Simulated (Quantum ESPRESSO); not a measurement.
Crystal: Li2S.

```xyz
3
Lattice="0.0000 2.8445 2.8445 2.8445 0.0000 2.8445 2.8445 2.8445 0.0000" Properties=species:S:1:pos:R:3 pbc="T T T"
S     0.0000    0.0000    0.0000
Li    4.2668    4.2668    4.2668
Li    1.4223    1.4223    1.4223
```

Base run:

```yaml
Program: Quantum ESPRESSO 7.5
Functional: PBE
Potentials_or_basis: PseudoDojo 0.4.1 SR PBE standard
Cutoff: 1007 eV
Density_cutoff: 4027 eV
k_mesh: 8 × 8 × 8
Occupations: fermi-dirac, width 0.05 eV
Spin: no spin polarisation
```

Its results: band gap on the k mesh 3.39 eV, indirect (least direct gap 4.29 eV); pressure 0.4 GPa.

Problem. The run is repeated on the same cell with these changes: functional from PBE to AM05. What comes out?

Solution. Band gap on the k mesh 3.33 eV, indirect (least direct gap 4.24 eV); pressure 0.0 GPa.

AM05 binds more tightly than PBE, so the same cell stands under less pressure.

Caveats: the potentials were made for another functional, which shifts forces and pressure (some runs).
